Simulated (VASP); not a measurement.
# Ta (Im-3m) in VASP: convergence with k mesh

Aim: find how far k mesh must go before the results for Ta settle, at PBE. This setting moves, with any that are tied to it; all else stays.

Program: VASP 6.6.1. These are calculated values, not measurements. Logs are shortened: lines on timing, memory, paths and dates and some standing lists are left out, and cuts for length are marked.

## 1. The crystal as given

The structure is cubic, space group Im-3m (No. 229). Conventional cell: a = 3.303 Å, b = 3.303 Å, c = 3.303 Å, α = 90.00°, β = 90.00°, γ = 90.00°. Ta (site symmetry m-3m) has 8 Ta at 2.86 Å as nearest neighbours.

## 2. With k mesh 3 × 3 × 3

Input file INCAR:

```
SYSTEM = Ta
  PREC = Accurate
  ENCUT = 520
  EDIFF = 1E-6
  ISMEAR = 1
  SIGMA = 0.1
  LREAL = .False.
  LASPH = .True.
  NELM = 60
  ALGO = Normal
  ISIF = 2
  LWAVE = .False.
  LCHARG = .False.
  GGA = PE
  NBANDS = 12
```

Input file KPOINTS:

```
Automatic mesh
0
Gamma
  3 3 3
  0 0 0
```

Input file POSCAR:

```
Ta
1.0
   -1.6512800000      1.6512800000      1.6512800000
    1.6512800000     -1.6512800000      1.6512800000
    1.6512800000      1.6512800000     -1.6512800000
Ta
1
Direct
    0.0000000000      0.0000000000      0.0000000000
```

Potentials or basis: VASP PAW PBE potentials, release 64 (Ta_pv).

Command:

```bash
cat potpaw_PBE.64/Ta_pv/POTCAR > POTCAR
mpirun -np 1 vasp_std > vasp.out
```

Wall time 1.7 s (1 thread of Intel Xeon 6975P-C (Granite Rapids), shared host); peak memory 0.13 GiB.

What came out:

* Free energy: -11.9763 eV
* Pressure: 2.4 GPa
* Band gap on the k mesh: none (metal or under the smearing width)

## 3. With k mesh 4 × 4 × 4

INCAR is that of step 2.

Input file KPOINTS:

```
Automatic mesh
0
Gamma
  4 4 4
  0 0 0
```

POSCAR is that of step 2.

Potentials or basis: VASP PAW PBE potentials, release 64 (Ta_pv).

Command:

```bash
cat potpaw_PBE.64/Ta_pv/POTCAR > POTCAR
mpirun -np 1 vasp_std > vasp.out
```

It took 1.8 s on 1 thread of Intel Xeon 6975P-C (Granite Rapids), shared host; peak memory 0.13 GiB.

What came out:

```
Free energy            : -11.9010 eV
Pressure               : 3.3 GPa
Band gap on the k mesh : none (metal or under the smearing width)
```

## 4. With k mesh 5 × 5 × 5

INCAR is that of step 3.

Input file KPOINTS:

```
Automatic mesh
0
Gamma
  5 5 5
  0 0 0
```

POSCAR is that of step 3.

Command:

```bash
cat potpaw_PBE.64/Ta_pv/POTCAR > POTCAR
mpirun -np 1 vasp_std > vasp.out
```

Wall time 1.9 s (1 thread of Intel Xeon 6975P-C (Granite Rapids), shared host); peak memory 0.13 GiB.

Results:

```yaml
Free_energy: -11.7326 eV
Pressure: 7.1 GPa
Band_gap_on_the_k_mesh: none (metal or under the smearing width)
```

## 5. With k mesh 6 × 6 × 6

INCAR is that of step 4.

Input file KPOINTS:

```
Automatic mesh
0
Gamma
  6 6 6
  0 0 0
```

POSCAR is that of step 4.

Command:

```bash
cat potpaw_PBE.64/Ta_pv/POTCAR > POTCAR
mpirun -np 1 vasp_std > vasp.out
```

It took 2.3 s on 1 thread of Intel Xeon 6975P-C (Granite Rapids), shared host; peak memory 0.13 GiB.

What came out:

```
Free energy            : -11.7239 eV
Pressure               : 6.1 GPa
Band gap on the k mesh : none (metal or under the smearing width)
```

## 6. With k mesh 8 × 8 × 8

INCAR is that of step 5.

Input file KPOINTS:

```
Automatic mesh
0
Gamma
  8 8 8
  0 0 0
```

POSCAR is that of step 5.

Potentials or basis: VASP PAW PBE potentials, release 64 (Ta_pv).

Command:

```bash
cat potpaw_PBE.64/Ta_pv/POTCAR > POTCAR
mpirun -np 1 vasp_std > vasp.out
```

Run time: 2.9 s. Hardware: 1 thread of Intel Xeon 6975P-C (Granite Rapids), shared host; peak memory 0.14 GiB.

Results:

```yaml
Free_energy: -11.8341 eV
Pressure: 1.0 GPa
Band_gap_on_the_k_mesh: none (metal or under the smearing width)
```

## 7. With k mesh 10 × 10 × 10

INCAR is that of step 6.

Input file KPOINTS:

```
Automatic mesh
0
Gamma
  10 10 10
  0 0 0
```

POSCAR is that of step 6.

Command:

```bash
cat potpaw_PBE.64/Ta_pv/POTCAR > POTCAR
mpirun -np 1 vasp_std > vasp.out
```

Run time: 3.7 s. Hardware: 1 thread of Intel Xeon 6975P-C (Granite Rapids), shared host; peak memory 0.14 GiB.

Results:

* Free energy: -11.8079 eV
* Pressure: 5.0 GPa
* Band gap on the k mesh: none (metal or under the smearing width)

## 8. With k mesh 13 × 13 × 13

INCAR is that of step 7.

Input file KPOINTS:

```
Automatic mesh
0
Gamma
  13 13 13
  0 0 0
```

POSCAR is that of step 7.

Command:

```bash
cat potpaw_PBE.64/Ta_pv/POTCAR > POTCAR
mpirun -np 1 vasp_std > vasp.out
```

Wall time 5.5 s (1 thread of Intel Xeon 6975P-C (Granite Rapids), shared host); peak memory 0.14 GiB.

What came out:

| Item | Value |
| --- | --- |
| Free energy | -11.8083 eV |
| Pressure | 3.9 GPa |
| Band gap on the k mesh | none (metal or under the smearing width) |

## 9. With k mesh 15 × 15 × 15

INCAR is that of step 8.

Input file KPOINTS:

```
Automatic mesh
0
Gamma
  15 15 15
  0 0 0
```

POSCAR is that of step 8.

Potentials or basis: VASP PAW PBE potentials, release 64 (Ta_pv).

Command:

```bash
cat potpaw_PBE.64/Ta_pv/POTCAR > POTCAR
mpirun -np 1 vasp_std > vasp.out
```

OUTCAR:

```text
SYSTEM = Ta
   PREC = Accurate
   ENCUT = 520
   EDIFF = 1E-6
   ISMEAR = 1
   LREAL = .False.
   LASPH = .True.
   NELM = 60
   ISIF = 2
   GGA = PE

 ion  position               nearest neighbor table
   1  0.000  0.000  0.000-

  LATTYP: Found a body centered cubic cell.
 ALAT       =     3.3025600000

  Lattice vectors:

 A1 = (  -1.6512800000,   1.6512800000,   1.6512800000)
 A2 = (   1.6512800000,  -1.6512800000,   1.6512800000)
 A3 = (   1.6512800000,   1.6512800000,  -1.6512800000)

Analysis of symmetry for initial positions (statically):
=====================================================================
 Subroutine PRICEL returns:
 Original cell was already a primitive cell.

 Routine SETGRP: Setting up the symmetry group for a
 body centered cubic supercell.

 Subroutine GETGRP returns: Found 48 space group operations
 (whereof 48 operations were pure point group operations)
 out of a pool of 48 trial point group operations.

The static configuration has the point symmetry O_h .

Analysis of symmetry for dynamics (positions and initial velocities):
=====================================================================
 Subroutine PRICEL returns:
 Original cell was already a primitive cell.

 Routine SETGRP: Setting up the symmetry group for a
 body centered cubic supercell.

 Subroutine GETGRP returns: Found 48 space group operations
 (whereof 48 operations were pure point group operations)
[... 144 lines left out ...]
  ext. energy  EPLUGINS =         0.00000000
  ---------------------------------------------------
  free energy    TOTEN  =       -11.80896495 eV

  energy without entropy =      -11.80880126  energy(sigma->0) =      -11.80891039

 E-fermi :   5.4821     XC(G=0): -12.6176

 val. band max:        5.4613841745   @ k =  -0.2000   0.2000   0.0667
 cond. band min:       5.4877241605   @ k =   0.3333   0.0000   0.0000
 fundamental gap:      0.0263399860
 Fermi energy:         5.4821286456

 k-point     1 :       0.0000    0.0000    0.0000
  band No.  band energies     occupation
      1     -27.5802      2.00000
      2     -27.5802      2.00000
      3     -27.5802      2.00000
      4      -2.4300      2.00000
      5       6.2240     -0.00000
      6       6.2240     -0.00000
      7       6.2240     -0.00000
      8       9.4971      0.00000
      9       9.4971      0.00000
     10      20.1910      0.00000
     11      20.4974      0.00000
     12      20.4974      0.00000
[... 331 lines left out ...]
 k-point    24 :       0.4000    0.2000    0.0000
  band No.  band energies     occupation
      1     -28.6133      2.00000
      2     -28.1279      2.00000
      3     -27.7005      2.00000
      4       2.2612      2.00000
      5       4.0998      2.00000
      6       5.5351      0.22825
      7       9.2386      0.00000
      8      10.6303      0.00000
      9      15.0107      0.00000
     10      15.4550      0.00000
     11      19.1192      0.00000
     12      20.1967      0.00000

 [... further k-points ...]

------------------------ aborting loop because EDIFF is reached ----------------------------------------

  FORCE on cell =-STRESS in cart. coord.  units (eV):
  Direction    XX          YY          ZZ          XY          YZ          ZX
  --------------------------------------------------------------------------------------
  -------------------------------------------------------------------------------------
  Total        0.3134472      0.3134472      0.3134472      0.0000000      0.0000000     -0.0000000
  in kB       27.8838560     27.8838560     27.8838560      0.0000000      0.0000000     -0.0000000
  external PRESSURE =      27.8838560 kB  Pullay stress =       0.0000000 kB

 VOLUME and BASIS-vectors are now :
 -----------------------------------------------------------------------------
  energy-cutoff  :      520.00
  volume of cell :       18.01
      direct lattice vectors                 reciprocal lattice vectors
    -1.651280000  1.651280000  1.651280000     0.000000000  0.302795407  0.302795407
     1.651280000 -1.651280000  1.651280000     0.302795407  0.000000000  0.302795407
     1.651280000  1.651280000 -1.651280000     0.302795407  0.302795407  0.000000000

 POSITION                                       TOTAL-FORCE (eV/Angst)
 -----------------------------------------------------------------------------------
      0.00000      0.00000      0.00000         0.000000     -0.000000      0.000000
 -----------------------------------------------------------------------------------
    total drift:                                0.000000      0.000000      0.000000

  FREE ENERGIE OF THE ION-ELECTRON SYSTEM (eV)
  ---------------------------------------------------
  free  energy   TOTEN  =       -11.8089649520 eV

  energy  without entropy=      -11.8088012602  energy(sigma->0) =      -11.80891039
```

OSZICAR:

```text
N       E                     dE             d eps       ncg     rms          rms(c)
DAV:   1     0.612233415863E+02    0.61223E+02   -0.62096E+03  2892   0.879E+02
DAV:   2    -0.112111498265E+02   -0.72434E+02   -0.70688E+02  3236   0.245E+02
DAV:   3    -0.122667981943E+02   -0.10556E+01   -0.10414E+01  3444   0.276E+01
DAV:   4    -0.122695068568E+02   -0.27087E-02   -0.27085E-02  3232   0.157E+00
DAV:   5    -0.122695157526E+02   -0.88958E-05   -0.88961E-05  3444   0.848E-02    0.135E+01
DAV:   6    -0.119155509472E+02    0.35396E+00   -0.28587E-01  3412   0.578E+00    0.658E+00
DAV:   7    -0.118098196313E+02    0.10573E+00   -0.24829E-01  3296   0.504E+00    0.392E-01
DAV:   8    -0.118089883508E+02    0.83128E-03   -0.73674E-03  3176   0.722E-01    0.145E-01
DAV:   9    -0.118089722199E+02    0.16131E-04   -0.12518E-04  3300   0.118E-01    0.261E-02
DAV:  10    -0.118089648396E+02    0.73803E-05   -0.36697E-06  3224   0.210E-02    0.284E-03
DAV:  11    -0.118089649520E+02   -0.11245E-06   -0.19428E-07  1776   0.497E-03
   1 F= -.11808965E+02 E0= -.11808910E+02  d E =-.163692E-03
```

stdout:

```text
POSCAR found type information on POSCAR Ta
 POSCAR found :  1 types and       1 ions
 scaLAPACK will be used
 LDA part: xc-table for (Slater+PW92), standard interpolation
 POSCAR, INCAR and KPOINTS ok, starting setup
 FFT: planning ... GRIDC
 FFT: planning ... GRID_SOFT
 FFT: planning ... GRID
 WAVECAR not read
 entering main loop
```

Run time: 7.6 s. Hardware: 1 thread of Intel Xeon 6975P-C (Granite Rapids), shared host; peak memory 0.15 GiB.

What came out:

```
Free energy            : -11.8090 eV
Pressure               : 2.8 GPa
Band gap on the k mesh : none (metal or under the smearing width)
```

## 10. Result

| k mesh | energy less the tightest run, at zero smearing (meV/atom) | pressure (GPa) | SCF cycles | CPU time (s) | peak memory (GiB) |
| --- | --- | --- | --- | --- | --- |
| 3 × 3 × 3 | -163.20 | 2.45 | 11 | 1.3 | 0.13 |
| 4 × 4 × 4 | -90.36 | 3.28 | 11 | 1.4 | 0.13 |
| 5 × 5 × 5 | 76.02 | 7.09 | 11 | 1.5 | 0.13 |
| 6 × 6 × 6 | 86.66 | 6.08 | 12 | 1.9 | 0.13 |
| 8 × 8 × 8 | -25.62 | 1.00 | 11 | 2.5 | 0.14 |
| 10 × 10 × 10 | 0.76 | 4.98 | 11 | 3.3 | 0.14 |
| 13 × 13 × 13 | 0.60 | 3.94 | 11 | 5.1 | 0.14 |
| 15 × 15 × 15 | 0.00 | 2.79 | 11 | 7.3 | 0.15 |

Against the tightest run, the energy stays within 1 meV/atom from 10 × 10 × 10 on. Not settled before the last step: the pressure (to 0.1 GPa). Meshes of other sizes hit other points, so gaps and Fermi surfaces needn't settle smoothly. The tightest run that finished is the yardstick and may itself not be fully converged.
